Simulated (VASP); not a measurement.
VASP 6.6.1 run: KBr

INCAR

```
LREAL = .FALSE.
IBRION = -1
SIGMA = 0.02
PREC = Medium
NSW = 0
GGA = PE
ISIF = 2
ISMEAR = -1
NBANDS = 15
ENCUT = 520
EDIFF = 1E-7
LWAVE = .FALSE.
LCHARG = .FALSE.
NELM = 68
LASPH = .TRUE.
```

KPOINTS

```
KPOINTS created by Atomic Simulation Environment
0
Gamma
6 6 6
0 0 0
```

POSCAR

```
K  Br
 1.0000000000000000
     0.0000000000000000    3.7805067765000002    3.4939996361999999
     3.7805067765000002    0.0000000000000000    3.4939996361999999
     3.7805067765000002    3.7805067765000002    0.0000000000000000
 K   Br
   1   1
Cartesian
  0.0000000000000000  0.0000000000000000  0.0000000000000000
  1.8902533882500001  1.8902533882500001  1.7469998180999999
```

The recommended PBE PAW datasets give the neutral cell 16 valence electrons.

Command

```
mpirun -np 1 vasp_std
```

Problem. Predict the outcome of this run.

Solution. It converged. Results: gap between bands v and c on the k mesh 4.25 eV; least direct gap on the k mesh 4.27 eV; pressure 0.3 GPa. Band v is the last that the valence electrons fill when counted band by band, and c is the next.

OSZICAR

```
N       E                     dE             d eps       ncg     rms          rms(c)
DAV:   1     0.100287457363E+03    0.10029E+03   -0.64818E+03   900   0.895E+02
DAV:   2     0.169492613996E+01   -0.98593E+02   -0.91304E+02  1145   0.216E+02
DAV:   3    -0.599042530638E+01   -0.76854E+01   -0.76495E+01  1250   0.530E+01
DAV:   4    -0.635253423223E+01   -0.36211E+00   -0.36201E+00  1532   0.995E+00
DAV:   5    -0.635449410329E+01   -0.19599E-02   -0.19598E-02  1229   0.833E-01    0.317E+00
DAV:   6    -0.604439547028E+01    0.31010E+00   -0.40659E-01  1187   0.267E+00    0.223E+00
DAV:   7    -0.600924537846E+01    0.35150E-01   -0.20507E-01  1271   0.212E+00    0.110E+00
DAV:   8    -0.603006969843E+01   -0.20824E-01   -0.25132E-02  1157   0.102E+00    0.197E-01
DAV:   9    -0.603198512023E+01   -0.19154E-02   -0.12039E-03  1152   0.194E-01    0.131E-01
DAV:  10    -0.603402950069E+01   -0.20444E-02   -0.16956E-03   921   0.224E-01    0.319E-02
DAV:  11    -0.603406480990E+01   -0.35309E-04   -0.90574E-05  1153   0.633E-02    0.102E-02
DAV:  12    -0.603407835311E+01   -0.13543E-04   -0.18031E-05   921   0.321E-02    0.558E-03
DAV:  13    -0.603407873334E+01   -0.38022E-06   -0.12758E-06  1308   0.657E-03    0.146E-03
DAV:  14    -0.603407882782E+01   -0.94480E-07   -0.23102E-07   942   0.303E-03
   1 F= -.60340788E+01 E0= -.60340788E+01  d E =-.668718E-11
```

For comparison, a separate PBE run of the intended cell, on usual settings and not on those above, gives a gap of 4.25 eV on its mesh and a pressure of 0.3 GPa.
